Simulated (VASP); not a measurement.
Shape and ions are relaxed at each volume.

Input:

```xyz
6
Lattice="4.4311 0.0000 0.0000 0.0000 4.4311 0.0000 0.0000 0.0000 3.0794" Properties=species:S:1:pos:R:3 pbc="T T T"
Ru     0.0000     0.0000     3.0794
Ru     2.2156     2.2156     1.5397
O      1.3580     1.3580     0.0000
O      3.5736     0.8575     1.5397
O      0.8575     3.5736     1.5397
O      3.0731     3.0731     3.0794
```

Calculation: LDA (Ceperley-Alder, Perdew-Zunger), VASP's LDA PAW potentials (set 64) (plane waves; VASP). Run with 520 eV cut-off, 7×7×10 Γ-centred mesh, first-order Methfessel-Paxton smearing of 0.10 eV, potentials Ru_pv O.

Q: Give the energy at these volumes per atom, relative to the lowest: 9.46, 9.76, 10.07, 10.37, 10.67 Å³.

A: 39.3, 9.6, 0.0, 7.5, 29.4 meV/atom. A third-order Birch-Murnaghan fit gives B0 = 299 GPa and B0′ = 4.5.

Measured: bulk modulus 270 GPa (computed value off by +10.8 %), as given by YANLING LI et al., International Journal of Modern Physics C (2008), arXiv:0807.3251. The calculation is for a static lattice, while the measured bulk modulus holds thermal and zero-point effects, which are part of the difference.

The compound is RuO2 in the rutile structure. It was relaxed first.
